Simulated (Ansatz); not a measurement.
Take a crystal in which Cl has been replaced by F on all its sites, with the cell rescaled by a rough guess (in some cases also distorted within its space group) and nothing relaxed:

```xyz
2
Lattice="0.0000 2.2543 2.2543 2.2543 0.0000 2.2543 2.2543 2.2543 0.0000" Properties=species:S:1:pos:R:3 pbc="T T T"
Li    0.0000    0.0000    0.0000
F     2.2543    2.2543    2.2543
```

These are results of DFT PBEsol, scalar-relativistic, plane waves, PAW in Ansatz 0.2.0, not measurements.

Cutoff 420 eV; k points 10×10×10 on the computed 2-atom cell (Γ-centred); Gaussian smearing, width 0.02 eV; no spin polarisation.

(1) What pressure does the cell carry?

(2) Is it a metal on this mesh?

(3) What is its energy against the elements in their standard states?

## Answers

(1) The pressure is -12.2 GPa (positive in compression), so the cell would contract.

(2) No: the gap is 6.52 eV, the least direct gap 6.52 eV.

(3) -2.782 eV/atom at this unrelaxed geometry, with the elements in the same functional.